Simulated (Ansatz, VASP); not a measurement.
**Cross-check of Zn16Se15S (S on a Se site in ZnSe) between VASP and Ansatz**

Wanted: the spread between two codes on one cell, functional and k mesh. Of the first pair: The structure shown is the start of the Ansatz relaxation below; VASP solves that cell, so the two are compared at the walk's first step.

Calculated with Ansatz 0.2.0; plane waves, with VASP 6.6.1 beside it; HSE06.

In doubt: a hybrid run on one k-point (Ansatz), which bears on gaps, levels and energies.

### Step 1. The structure

The cell holds 32 atoms: 16 Zn, 15 Se and 1 S. Cell: a = 9.928 Å, b = 9.928 Å, c = 9.928 Å, α = 109.5°, β = 109.5°, γ = 109.5°. It derives from ZnSe (ZnSe (F-43m)). Nearest the centre at fractional (0.500, 0.750, 0.500): S32 at 0.00 Å, Zn7 at 2.48 Å, Zn12 at 2.48 Å, Zn16 at 2.48 Å, Zn9 at 2.48 Å, Se29 at 4.05 Å, Se21 at 4.05 Å, Se25 at 4.05 Å.

### Step 2. Ansatz: relaxation, HSE06

Ansatz runs on its default PAW (the set named soft_2) files.

The two programs are compared at the cell with which this relaxation starts, whose forces are those of its first step.

The input, input.yaml:

```yaml
relax:
  f_tol: 0.01
  max_steps: 80
  escape_saddle: false
crystal:
  lattice:
    - [-5.73182924, 5.73182924, -5.73182924]
    - [5.73182924, 5.73182924, 5.73182924]
    - [5.73182924, -5.73182924, -5.73182924]
  atoms:
    - { symbol: Zn, position: [0.0, 0.0, 0.0] }
    - { symbol: Zn, position: [0.0, 0.25, 0.75] }
    - { symbol: Zn, position: [0.0, 0.5, 0.5] }
    - { symbol: Zn, position: [0.0, 0.75, 0.25] }
    - { symbol: Zn, position: [0.25, 0.0, 0.75] }
    - { symbol: Zn, position: [0.25, 0.25, 0.5] }
    - { symbol: Zn, position: [0.25, 0.5, 0.25] }
    - { symbol: Zn, position: [0.25, 0.75, 0.0] }
    - { symbol: Zn, position: [0.5, 0.0, 0.5] }
    - { symbol: Zn, position: [0.5, 0.25, 0.25] }
    - { symbol: Zn, position: [0.5, 0.5, 0.0] }
    - { symbol: Zn, position: [0.5, 0.75, 0.75] }
    - { symbol: Zn, position: [0.75, 0.0, 0.25] }
    - { symbol: Zn, position: [0.75, 0.25, 0.0] }
    - { symbol: Zn, position: [0.75, 0.5, 0.75] }
    - { symbol: Zn, position: [0.75, 0.75, 0.5] }
    - { symbol: Se, position: [0.0, 0.0, 0.75] }
    - { symbol: Se, position: [0.0, 0.25, 0.5] }
    - { symbol: Se, position: [0.0, 0.5, 0.25] }
    - { symbol: Se, position: [0.0, 0.75, 0.0] }
    - { symbol: Se, position: [0.25, 0.0, 0.5] }
    - { symbol: Se, position: [0.25, 0.25, 0.25] }
    - { symbol: Se, position: [0.25, 0.5, 0.0] }
    - { symbol: Se, position: [0.25, 0.75, 0.75] }
    - { symbol: Se, position: [0.5, 0.0, 0.25] }
    - { symbol: Se, position: [0.5, 0.25, 0.0] }
    - { symbol: Se, position: [0.5, 0.5, 0.75] }
    - { symbol: S, position: [0.5, 0.75, 0.5] }
    - { symbol: Se, position: [0.75, 0.0, 0.0] }
    - { symbol: Se, position: [0.75, 0.25, 0.75] }
    - { symbol: Se, position: [0.75, 0.5, 0.5] }
    - { symbol: Se, position: [0.75, 0.75, 0.25] }
basis:
  ecutwfc: 420
  xc_grid: 2
hamiltonian:
  xc: hse06
kpoints:
  mp_grid: { grid: [1, 1, 1] }
scf:
  occupations: { method: fermi_dirac, width: 0.01 }
  max_iter: 120
output:
  forces: true
checkpoint:
  write: "../relax.run"
  compress: false
  write_wavefunctions: true
  write_every: 100000
```

On the command line:

```console
$ ansatz run input.yaml --threads 4 --pin off --max-ram 7536MiB --backend cpu --events-out ev --progress --plain --runs-dir out
```

Numbers of over 12 decimals in the logs are rounded to 6 here.

The program printed:

```text
exact exchange: scf.exx.singularity resolves to wigner_seitz, which cuts the screened interaction at the faces of the exchange supercell's Wigner-Seitz cell, so that each pair interacts once, at the shortest of its separations (the periodic images that this leaves out come, for a point-like exchange hole, to about 0.012 eV on a filled level). The cut falls within the interaction's reach, and what an exchange supercel [...]
Engine: ansatz 0.2.0, aarch64-unknown-linux-gnu
Pseudopotentials: kind: paw
Pseudopotential: Zn, paw, valence charge 12, recommended cutoff 420 eV (normal), Zn.paw.azcp
Pseudopotential: Se, paw, valence charge 16, recommended cutoff 420 eV (normal), Se.paw.azcp
Pseudopotential: S, paw, valence charge 6, recommended cutoff 420 eV (normal), S.paw.azcp
Functional definition: HSE06
  parameter a = 0.25
  parameter omega = 0.11/bohr
  exchange = pbe_x - a*pbe_x_sr(omega) + a*exact_x_sr(omega)
  correlation = pbe_c
Crystal: 32 atoms, lattice volume = 753.251 Å³
Basis set: ecut = 420 eV, 14771 PW (Γ), exchange–correlation on 144×144×144 points (8 copies of the dense FFT grid, shifted against one another)
Bands: 263, of which v1, the nominal top of the filled ones, is band 219 counted from 1 (218 counted from 0)
Symmetry: 24 space group operations
Space group: I-43m (ITA 217), of the structure as read, at distance tolerance 9.1e-5 Å
k-points: 1
Non-local potential: Zn, projectors of the file, l = 0: 2, l = 1: 2, l = 2: 3, l = 3: 1
Non-local potential: Se, projectors of the file, l = 0: 2, l = 1: 2, l = 2: 3, l = 3: 1
Non-local potential: S, projectors of the file, l = 0: 2, l = 1: 2, l = 2: 2
PAW form: soft (Blöchl's): semilocal exchange-correlation on the pseudo side does not see the compensation charge
PAW frozen core: Zn, regenerated for the run's functional, and the local potential with it (the file was generated under x = pbe(κ = 0.804, μ = 0.219515), c = pbe(β = 0.066725))
PAW frozen core: Se, regenerated for the run's functional, and the local potential with it (the file was generated under x = pbe(κ = 0.804, μ = 0.219515), c = pbe(β = 0.066725))
PAW frozen core: S, regenerated for the run's functional, and the local potential with it (the file was generated under x = pbe(κ = 0.804, μ = 0.219515), c = pbe(β = 0.066725))
PAW one-centre angular grid: Zn, 590 points (default); XC on 64 Gauss nodes
PAW one-centre angular grid: Se, 590 points (default); XC on 64 Gauss nodes
PAW one-centre angular grid: S, 110 points (default); XC on 64 Gauss nodes
Initial density: superposition of atomic densities (neutral atoms: chi_scale 0, normalization atom), corrected by the library's trained network
Initial wavefunctions: pseudopotential atomic-orbital guess
Functional: x = pbe(κ = 0.804, μ = 0.219515), c = pbe(β = 0.066725), warm-up for x = pbe(κ = 0.804, μ = 0.219515) + 0.25 (exact − pbe) at short range (hse, ω = 0.207870 Å⁻¹), c = pbe(β = 0.066725); HSE06 as pw.x's `hse` composes it (authors' and Libxc's form: `xc: wpbeh`)
SCF iter   1: F=—  HF=-136063.705180 eV  |F-HF|=—  |Δ(HF+E_count)|=         —  Δρ=2.33e-3  dr2=2.96e-2  ethr=1.77e-3  ⟨swp⟩=15.0  Hψ=1206  notcnv=0
preconditioner: auto → none  [insulator: Δε(μ)=1.166 eV  Ē_g=10.847 eV  σ=0.010 eV  W_gap=1.00  n_scr=200 (ndim 8)  ℏωp=23.0 eV  f_vac=0.127  D(μ)=0.00/eV (n_scr^D=0)]
SCF iter   2: F=—  HF=-136063.701094 eV  |F-HF|=—  |Δ(HF+E_count)|=   4.09e-3  Δρ=9.00e-4  dr2=4.96e-3  ethr=6.75e-6  ⟨swp⟩=8.0  Hψ=917  notcnv=0
SCF iter   3: F=—  HF=-136063.699745 eV  |F-HF|=—  |Δ(HF+E_count)|=   1.35e-3  Δρ=4.38e-4  dr2=9.47e-4  ethr=1.13e-6  ⟨swp⟩=6.0  Hψ=809  notcnv=0
SCF iter   4: F=—  HF=-136063.699726 eV  |F-HF|=—  |Δ(HF+E_count)|=   1.86e-5  Δρ=1.81e-4  dr2=1.86e-4  ethr=2.16e-7  ⟨swp⟩=3.0  Hψ=555  notcnv=0
iter 5 solved again at ethr=4.17e-9 eV; its pass at ethr=4.24e-8 eV (dr2=1.83e-5 eV) is discarded
[...]
SCF iter   2: F=-136089.423340 eV  HF=-136089.423340 eV  |F-HF|=1.02e-9  |Δ(HF+E_count)|=   1.48e-9  Δρ=3.45e-7  dr2=1.10e-9  ethr=2.65e-12 (applied; sched 1.40e-12)  ⟨swp⟩=4.0  Hψ=562  notcnv=0
SCF 12 converged in 2 iterations: F = -136089.423340 eV  dr2 = 1.10e-9
  Residual-converged pass: ⟨swp⟩=3.0  Hψ=637  notcnv=0  max |occ|·‖R‖ = 5.3e-7 eV (tolerance 8.0e-7 eV)  dr2=1.15e-9  dr2_onsite=4.51e-10  max |Δocc| = 0.0e0
  greatest PAW one-centre occupation: 1.000 electrons in one spin orbital (limit 2), on the Se atom at site 31 (counted from 0), in its partial waves of l = 2
hybrid outer 3: dexx = +1.204e-9 eV, tail = 3.13e-9 eV, Δε = 1.23e-5 eV (about 3.67e-6 eV left of the loop's levels), ΔF = 1.42e-3 eV/Å (tail 9.02e-4)
relax step   4: F+E_penalty+E_count = -136089.42334006 eV  Δ(F+E_penalty+E_count) = -2.364e-4 eV  max|allowed force component| = 2.170e-3 eV/Å  Δτ_max = 0.0030 Å  (13 SCF iters, accepted)
hybrid SCF converged: 3 outer / 13 inner (+0 warm-up), last move |dexx| = 1.20e-9 eV, tail = 3.13e-9 eV
Stability not checked: this state was not tested for a lower state beside it, because the functional holds exact exchange (a hybrid, or Hartree-Fock), whose exchange loop this test does not read (fock_operator; see scf.lower_state_search)
Free energy (F): -136089.423340 eV
Frozen-core exchange: fock
Harris-Foulkes:  -136089.423340 eV  (|F-HF|=1.02e-9)
Internal energy: -136089.423340 eV  (E = F + TS)
E sigma→0 (E₀):  -136089.423340 eV
Fermi energy:    6.715083 eV
--- Per-component energies (eV) ---
  E_band       = -7031.743241
  E_kinetic    = 3963.083082
  E_local      = -69437.194930  (includes V_loc(G=0)·N_el)
  E_nonlocal   = 990.284908
  E_hartree    = 32125.991218
  E_xc         = -3064.485540
  E_vxc        = -1903.321153  (∫ρ·V_xc dr)
  E_exx        = -1704.949090  (= α·E_x^exact, valence–valence)
  E_paw        = -57662.698776  (= ΣΔE_a)
  E_vpaw       = -1486.664185  (= ΣTr[D̂ρ^β])
  E_aug_tail   = -0.014479  (compensation charges beyond the density's cutoff)
  E_ewald      = -41293.532368
  E_core_change = -5.907377  (= ΣΔE_core)
  E_smearing   = -0.000000  (= −TS)
  E_closure    = 0.000010  (closes the sum)
  Σ components = -136089.423340   (vs F -136089.423340, Δ=2.91e-11)
--- Forces (eV/Å), atoms counted from 1 ---
  atom   1  Zn    -0.00063918    -0.00063918     0.00041625
  atom   2  Zn    -0.00063918    -0.00041625     0.00063918
  atom   3  Zn    -0.00063918     0.00041625    -0.00063918
  atom   4  Zn    -0.00063918     0.00063918    -0.00041625
  atom   5  Zn    -0.00041625     0.00063918    -0.00063918
  atom   6  Zn     0.00063918     0.00041625     0.00063918
  atom   7  Zn    -0.00063330    -0.00063330     0.00063330
  atom   8  Zn     0.00063918    -0.00063918    -0.00041625
  atom   9  Zn     0.00063330     0.00063330     0.00063330
  atom  10  Zn     0.00041625     0.00063918     0.00063918
  atom  11  Zn     0.00041625    -0.00063918    -0.00063918
  atom  12  Zn     0.00063330    -0.00063330    -0.00063330
  atom  13  Zn     0.00063918    -0.00041625    -0.00063918
  atom  14  Zn    -0.00041625    -0.00063918     0.00063918
  atom  15  Zn     0.00063918     0.00063918     0.00041625
  atom  16  Zn    -0.00063330     0.00063330    -0.00063330
  atom  17  Se    -0.00217046     0.00137268    -0.00137268
  atom  18  Se    -0.00000000     0.00000000     0.00000000
  atom  19  Se    -0.00217046    -0.00137268     0.00137268
  atom  20  Se    -0.00000000     0.00000000     0.00000000
  atom  21  Se     0.00137268     0.00217046     0.00137268
  atom  22  Se    -0.00137268    -0.00137268     0.00217046
  atom  23  Se    -0.00137268    -0.00217046     0.00137268
  atom  24  Se     0.00137268    -0.00137268    -0.00217046
  atom  25  Se     0.00217046     0.00137268     0.00137268
  atom  26  Se    -0.00000000     0.00000000    -0.00000000
  atom  27  Se     0.00217046    -0.00137268    -0.00137268
  atom  28  S      0.00000000    -0.00000000     0.00000000
  atom  29  Se     0.00137268    -0.00217046    -0.00137268
  atom  30  Se     0.00137268     0.00137268     0.00217046
  atom  31  Se    -0.00137268     0.00217046    -0.00137268
  atom  32  Se    -0.00137268     0.00137268    -0.00217046
  max |Σ_I F_I| component: 1.73e-18 eV/Å
--- Band table (eV) ---
  k-point 0: bands = [... 215 lower, 4.7127, 5.5484, 5.5484, 5.5484, 7.8708, 9.4989, 9.4989, 9.5764, ... 16 higher]
  guard bands above this table: 24 of the run's 263 bands. The solve was not asked for them (output.publish_guard_bands: true or output.eigenvalues: true publishes all)
--- Relaxed structure (4 steps of the walk, 4 accepted, 0 SCFs on fresh bases) ---
  F+E_penalty+E_count = -136089.42334006 eV   max|allowed force component| = 2.170e-3 eV/Å
  atoms:
    - { symbol: Zn, position: [0.000548011, 0.00123435, 0.000548011] }
    - { symbol: Zn, position: [0.000548011, 0.250548, 0.751234] }
    - { symbol: Zn, position: [-0.000548011, 0.500686, 0.500000] }
    - { symbol: Zn, position: [-0.000548011, 0.750000, 0.250686] }
    - { symbol: Zn, position: [0.248766, -0.000686343, 0.749314] }
    - { symbol: Zn, position: [0.250686, 0.249452, 0.5] }
    - { symbol: Zn, position: [0.258734, 0.508734, 0.258734] }
    - { symbol: Zn, position: [0.250686, 0.750000, -0.000548011] }
    - { symbol: Zn, position: [0.5, -0.00873445, 0.5] }
    - { symbol: Zn, position: [0.5, 0.249452, 0.250686] }
    - { symbol: Zn, position: [0.500000, 0.500686, -0.000548011] }
    - { symbol: Zn, position: [0.5, 0.75, 0.741266] }
    - { symbol: Zn, position: [0.749314, -0.000686343, 0.248766] }
    - { symbol: Zn, position: [0.751234, 0.250548, 0.000548011] }
    - { symbol: Zn, position: [0.749314, 0.498766, 0.749314] }
    - { symbol: Zn, position: [0.741266, 0.75, 0.5] }
    - { symbol: Se, position: [-0.00259472, -0.00140926, 0.748591] }
    - { symbol: Se, position: [0.0, 0.25, 0.5] }
    - { symbol: Se, position: [0.00259472, 0.501185, 0.251185] }
    - { symbol: Se, position: [0.0, 0.75, 0.0] }
    - { symbol: Se, position: [0.251409, -0.00118546, 0.500000] }
    - { symbol: Se, position: [0.251185, 0.252595, 0.251185] }
    - { symbol: Se, position: [0.251185, 0.501185, 0.00259472] }
    - { symbol: Se, position: [0.251409, 0.75, 0.748815] }
    - { symbol: Se, position: [0.500000, -0.00118546, 0.251409] }
    - { symbol: Se, position: [0.5, 0.25, 0.0] }
    - { symbol: Se, position: [0.5, 0.501409, 0.748815] }
    - { symbol: S, position: [0.5, 0.75, 0.5] }
    - { symbol: Se, position: [0.748591, -0.00140926, -0.00259472] }
    - { symbol: Se, position: [0.748591, 0.247405, 0.748591] }
    - { symbol: Se, position: [0.748815, 0.501409, 0.5] }
    - { symbol: Se, position: [0.748815, 0.75, 0.251409] }
```

Reading the cycles: dr2 is the Hartree energy of the density residual (eV), the measure of convergence; HF is the Harris–Foulkes estimate of the energy, which meets the free energy F at convergence.

### Step 3. VASP: single point, HSE06, start cell, pair 1

The same cell, functional, mesh and smearing now go to VASP, with its own data sets.

Lines of VASP's logs that name or quote its potential files are left out, and so is its time.

The run reads the wave functions of an earlier VASP run, which isn't shown here.

The input, INCAR:

```
SYSTEM = Zn16Se15S
PREC = Accurate
ENCUT = 400
EDIFF = 1E-06
NELM = 100
ISMEAR = -1
SIGMA = 0.01
LREAL = Auto
ALGO = Normal
LHFCALC = .TRUE.
AEXX = 0.25
GGA = PE
HFSCREEN = 0.208
LASPH = .TRUE.
NBANDS = 167
PRECFOCK = Fast
LORBIT = 11
LWAVE = .FALSE.
LCHARG = .FALSE.
ISIF = 2
```

The input, POSCAR:

```
Zn16Se15S
1.0
   -5.7318292421      5.7318292421     -5.7318292421
    5.7318292421      5.7318292421      5.7318292421
    5.7318292421     -5.7318292421     -5.7318292421
Zn Se S
16 15 1
Direct
    0.0000000000      0.0000000000      0.0000000000
    0.0000000000      0.2499999458      0.7500000119
    0.0000000000      0.4999999789      0.4999999789
    0.0000000000      0.7500000119      0.2499999458
    0.2499999458      0.0000000000      0.7500000119
    0.2500000331      0.2500000331      0.5000000661
    0.2500000331      0.5000000661      0.2500000331
    0.2499999458      0.7500000119      0.0000000000
    0.4999999789      0.0000000000      0.4999999789
    0.5000000661      0.2500000331      0.2500000331
    0.4999999789      0.4999999789      0.0000000000
    0.5000000661      0.7500000119      0.7500000119
    0.7500000119      0.0000000000      0.2499999458
    0.7500000119      0.2499999458      0.0000000000
    0.7500000119      0.5000000661      0.7500000119
    0.7500000119      0.7500000119      0.5000000661
    0.0000000000      0.0000000000      0.7500000119
    0.0000000000      0.2500000331      0.4999999789
    0.0000000000      0.4999999789      0.2500000331
    0.0000000000      0.7500000119      0.0000000000
    0.2500000331      0.0000000000      0.4999999789
    0.2499999458      0.2499999458      0.2499999458
    0.2500000331      0.4999999789      0.0000000000
    0.2499999458      0.7500000119      0.7500000119
    0.4999999789      0.0000000000      0.2500000331
    0.4999999789      0.2500000331      0.0000000000
    0.4999999789      0.4999999789      0.7500000119
    0.7500000119      0.0000000000      0.0000000000
    0.7500000119      0.2499999458      0.7500000119
    0.7500000119      0.4999999789      0.4999999789
    0.7500000119      0.7500000119      0.2499999458
    0.4999999789      0.7500000119      0.4999999789
```

The input, KPOINTS:

```
Automatic mesh
0
Gamma
1 1 1
0 0 0
```

PAW data sets: Zn, Se and S (PBE family, release 64).

On the command line:

```console
$ export OMP_NUM_THREADS=3
$ mpirun -np 1 vasp_gam
```

The program printed:

```text
[banner, memory and clock lines left out]
running    1 mpi-ranks, on    1 nodes
[...]
Offloading initialized ...    1 GPUs detected
[...]
LDA part: xc-table for (Slater+PW92), standard interpolation
 found WAVECAR, reading the header
 POSCAR, INCAR and KPOINTS ok, starting setup
[...]
reading WAVECAR
 the WAVECAR file was read successfully
 initial charge from wavefunction
 entering main loop
       N       E                     dE             d eps       ncg     rms          rms(c)
DAV:   1    -0.118547465824E+03   -0.11855E+03   -0.14358E+01   436   0.341E+01    0.868E+00
DAV:   2    -0.118416610878E+03    0.13085E+00   -0.44915E+00   380   0.128E+01    0.459E+00
DAV:   3    -0.118430220093E+03   -0.13609E-01   -0.43500E-01   372   0.336E+00    0.284E+00
DAV:   4    -0.118430362037E+03   -0.14194E-03   -0.46485E-02   365   0.100E+00    0.160E+00
[...]
DAV:  12    -0.118427136704E+03    0.20863E-05   -0.99745E-07   196   0.721E-03    0.115E-02
DAV:  13    -0.118427135642E+03    0.10623E-05   -0.56026E-07   188   0.560E-03    0.659E-03
DAV:  14    -0.118427135038E+03    0.60382E-06   -0.30980E-07   188   0.443E-03
   1 F= -.11842714E+03 E0= -.11842714E+03  d E =-.250206E-11
```

Parts of OUTCAR (step 3):

```text
  Total       -7.1443354     -7.1443354     -7.1443354      0.0000000     -0.0000000     -0.0000000
  in kB      -15.1961193    -15.1961193    -15.1961193      0.0000000     -0.0000000     -0.0000000
  external PRESSURE =     -15.1961193 kB  Pullay stress =       0.0000000 kB

 POSITION                                       TOTAL-FORCE (eV/Angst)
 -----------------------------------------------------------------------------------
      0.00000      0.00000      0.00000        -0.000025     -0.000025      0.005651
      5.73183     -2.86591     -2.86591        -0.000025     -0.005651      0.000025
      5.73183      0.00000      0.00000        -0.000025      0.005651     -0.000025
      5.73183      2.86591      2.86591        -0.000025      0.000025     -0.005651
      2.86591     -2.86591     -5.73183        -0.005651      0.000025     -0.000025
      2.86591      0.00000     -2.86591         0.000025      0.005651      0.000025
      2.86591      2.86591     -0.00000         0.293213      0.293213     -0.293213
      2.86591      5.73183      2.86591         0.000025     -0.000025     -0.005651
      0.00000      0.00000     -5.73183        -0.293213     -0.293213     -0.293213
      0.00000      2.86591     -2.86591         0.005651      0.000025      0.000025
      0.00000      5.73183      0.00000         0.005651     -0.000025     -0.000025
      5.73183      2.86591     -2.86591        -0.293213      0.293213      0.293213
     -2.86591      2.86591     -5.73183         0.000025     -0.005651     -0.000025
     -2.86591      5.73183     -2.86591        -0.005651     -0.000025      0.000025
[...]
-----------------------------------------------------------------------------------
    total drift:                               -0.005633     -0.005602      0.005684

  FREE ENERGIE OF THE ION-ELECTRON SYSTEM (eV)
  ---------------------------------------------------
  free  energy   TOTEN  =      -118.4271350379 eV

  energy  without entropy=     -118.4271350379  energy(sigma->0) =     -118.42713504

[... 3 further parts left out ...]
[key lines of the parts left out:]
E-fermi :   0.9159
```

The run ends at a pressure of -1.52 GPa, with forces up to 0.51 eV/Å.

### Step 4. Differences

Known differences besides the potentials themselves: exact exchange at q = 0 is treated differently, which shows on coarse meshes; VASP keeps PBE cores, Ansatz makes them for the functional; the data sets hold 438 valence electrons in Ansatz (on its default PAW (the set named soft_2) files) and 288 in VASP; the cutoff is 420 eV in Ansatz and 400 eV in VASP (PREC = Accurate, projectors in real space); VASP takes a coarser grid for exact exchange (PRECFOCK = Fast). Total energies have different zeros and are not compared.

Forces on 10 of the 32 atoms, those with the largest forces and the largest differences (eV/Å; atoms numbered as in POSCAR):

| atom | Ansatz x, y, z | VASP x, y, z |
| --- | --- | --- |
| Zn7 | 0.293, 0.293, -0.293 | 0.293, 0.293, -0.293 |
| Zn9 | -0.293, -0.293, -0.293 | -0.293, -0.293, -0.293 |
| Zn12 | -0.293, 0.293, 0.293 | -0.293, 0.293, 0.293 |
| Zn16 | 0.293, -0.293, 0.293 | 0.293, -0.293, 0.293 |
| Se24 | -0.026, 0.026, 0.004 | -0.026, 0.026, 0.004 |
| Se25 | -0.004, -0.026, -0.026 | -0.004, -0.026, -0.026 |
| Se27 | -0.004, 0.026, 0.026 | -0.004, 0.026, 0.026 |
| Se28 | -0.026, 0.004, 0.026 | -0.026, 0.004, 0.026 |
| Se29 | -0.026, -0.026, -0.004 | -0.026, -0.026, -0.004 |
| Se30 | 0.026, -0.004, 0.026 | 0.026, -0.004, 0.026 |

The forces differ by 0.2 meV/Å r.m.s., which is 0.2 % of the r.m.s. force of 0.104 eV/Å (both taken over all components).

### Step 5. Ansatz: relaxation, HSE06

This run makes the geometry at which the two programs are then compared.

The structure compared here is the end of the Ansatz relaxation.

This is the run of step 2 again, met here at its other cell.

(Continued in part 2 of 2.)

[Lines on the potential files, build, host, timing and source positions are cut from VASP's logs without a mark.]

[Logs are printed without paths, hosts, clocks, repeated set-up lines and the standing remarks that a program may print on its own settings, such as how far it seeks lower states.]

[Hosts, paths, dates, database ids (printed as entryN), source tags and the programs' standing remarks are cut or masked in the printed files.]
